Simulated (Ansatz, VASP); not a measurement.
# Two plane-wave programs on NaF

The input INCAR:

```
SYSTEM = NaF
  ALGO = Normal
  EDIFF = 1E-6
  ENCUT = 520
  GGA = PE
  ISIF = 2
  ISMEAR = 0
  IVDW = 12
  LASPH = .True.
  LCHARG = .False.
  LREAL = .False.
  LWAVE = .False.
  NBANDS = 14
  NELM = 60
  PREC = Accurate
  SIGMA = 0.05
```

Contents of KPOINTS:

```
k-points
0
Gamma
  8 8 8
  0 0 0
```

File POSCAR:

```
NaF
1.0
    0.0000000000      2.2987312666      2.2987312666
    2.2987312666      0.0000000000      2.2987312666
    2.2987312666      2.2987312666      0.0000000000
Na F
1 1
Direct
    0.0000000000      0.0000000000      0.0000000000
    0.5000000000      0.5000000000      0.5000000000
```

Input for Ansatz:

```yaml
crystal:
  lattice:
    - [0.0, 2.2987312666, 2.2987312666]
    - [2.2987312666, 0.0, 2.2987312666]
    - [2.2987312666, 2.2987312666, 0.0]
  atoms:
    - { symbol: Na, position: [0.0, 0.0, 0.0] }
    - { symbol: F, position: [0.5, 0.5, 0.5] }
basis:
  ecutwfc: 420
  ecutrho_ratio: 4
kpoints:
  mp_grid: { grid: [8, 8, 8] }
hamiltonian:
  xc: pbe
  dispersion: d3bj
scf:
  occupations: { method: gaussian, width: 0.05 }
output:
  forces: true
  stress: true
  eigenvalues: true
```

Alike in both runs: task single point; functional PBE; dispersion D3(BJ); k mesh 8 × 8 × 8; occupations gaussian, width 0.05 eV; no spin polarisation.

|  | VASP | Ansatz |
| --- | --- | --- |
| version | VASP 6.6.1 | Ansatz 0.2.0 |
| potentials or method | VASP PAW PBE potentials, release 64 (Na_pv, F) | scalar-relativistic, plane waves, PAW |
| plane-wave cutoff (eV) | 520 | 420 |
| valence electrons in the cell | 14 | 16 |

|  | VASP | Ansatz | Ansatz less VASP |
| --- | --- | --- | --- |
| gap on the k mesh at the Fermi level (eV) | 6.43 | 6.45 | +0.018 |
| least direct gap on the mesh (eV) | 6.43 | 6.45 | +0.018 |
| pressure (GPa) | 1.0 | 1.1 | +0.11 |
| dispersion energy (meV/atom) | -177.9 | -178.0 | -0.05 |

The two sets of potentials don't hold the same shells in valence.

A hybrid or GW would open this gap; PBE tends to underestimate it.
